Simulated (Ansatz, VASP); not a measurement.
**CaO in VASP and in Ansatz**

Contents of INCAR:

```
PREC = Accurate
ENCUT = 520
EDIFF = 1E-6
ISMEAR = 0
SIGMA = 0.05
LREAL = False
LASPH = True
NELM = 100
ALGO = Normal
ISIF = 2
LWAVE = False
LCHARG = False
NBANDS = 24
```

KPOINTS

```
regular mesh
0
Gamma
  9 9 6
```

POSCAR

```
CaO
1.0
    4.0718153410      0.0000000000      0.0000000000
   -2.0359076705      3.4571524753      0.0000000000
    0.0000000000      0.0000000000      4.7848400100
Ca O
2 2
Direct
    0.3333333333      0.6666666667      0.7500000000
    0.6666666667      0.3333333333      0.2500000000
    0.3333333333      0.6666666667      0.2500000000
    0.6666666667      0.3333333333      0.7500000000
```

Input for Ansatz:

```yaml
crystal:
  lattice:
    - [4.071815341, 0.0, 0.0]
    - [-2.0359076705, 3.4571524753, 0.0]
    - [0.0, 0.0, 4.78484001]
  atoms:
    - { symbol: Ca, position: [0.3333333333, 0.6666666667, 0.75] }
    - { symbol: Ca, position: [0.6666666667, 0.3333333333, 0.25] }
    - { symbol: O, position: [0.3333333333, 0.6666666667, 0.25] }
    - { symbol: O, position: [0.6666666667, 0.3333333333, 0.75] }
basis:
  ecutwfc: 420
kpoints:
  mp_grid: { grid: [9, 9, 6] }
hamiltonian:
  xc: lda
scf:
  occupations: { method: gaussian, width: 0.05 }
output:
  forces: true
  stress: true
  eigenvalues: true
```

Change from the starting cell: strain +0.0200 x Voigt [1, 0, 0, 0, 0, 0], atoms carried along.

Alike in both runs: task single point; functional LDA; k mesh 9 × 9 × 6; occupations gaussian, width 0.05 eV; no spin polarisation.

|  | VASP | Ansatz |
| --- | --- | --- |
| version | VASP 6.6.1 | Ansatz 0.2.0 |
| potentials or method | VASP PAW LDA potentials, release 64 (Ca_sv, O) | scalar-relativistic, plane waves, PAW |
| plane-wave cutoff (eV) | 520 | 420 |
| valence electrons in the cell | 32 | 32 |

|  | VASP | Ansatz | Ansatz less VASP |
| --- | --- | --- | --- |
| gap on the k mesh at the Fermi level (eV) | 2.91 | 2.91 | +0.007 |
| least direct gap on the mesh (eV) | 2.91 | 2.91 | +0.007 |
| pressure (GPa) | -6.5 | -7.1 | -0.58 |
| largest component of the traceless stress (GPa) | 0.78 | 0.72 | -0.056 |
| rms of the force components (eV/Å) | 0.048 | 0.045 | -0.0035 |

Atom by atom the forces differ by 0.004 eV/Å (rms over components).

Caveats: an odd mesh through Γ misses points on the zone boundary, where band edges often lie.
